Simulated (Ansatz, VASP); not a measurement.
## Y in VASP and in Ansatz

```xyz
3
Lattice="3.6571 0.0000 0.0000 -1.8286 3.1671 0.0000 0.0000 0.0000 20.6741" Properties=species:S:1:pos:R:3 pbc="T T T"
Y     0.0000    2.1114    7.5000
Y     1.8286    1.0557   10.3370
Y     0.0000    2.1114   13.1741
```

Alike in both runs: task single point; functional PBE; k mesh 12 × 12 × 1; occupations gaussian, width 0.1 eV; no spin polarisation.

|  | VASP | Ansatz |
| --- | --- | --- |
| version | VASP 6.6.1 | Ansatz 0.2.0 |
| potentials or method | VASP PAW PBE potentials, release 64 (Y_sv) | scalar-relativistic, plane waves, PAW |
| plane-wave cutoff (eV) | 520 | 420 |
| valence electrons in the cell | 33 | 33 |

```tsv
	VASP	Ansatz	Ansatz less VASP
gap on the k mesh at the Fermi level (eV)	none	none	-
rms of the force components (eV/Å)	0.067	0.064	-0.0034
```

Atom by atom the forces differ by 0.003 eV/Å (rms over components). A gap of «none» marks a metal or a gap that the smearing closes. Ansatz warned: «vacuum_density_over_bound».
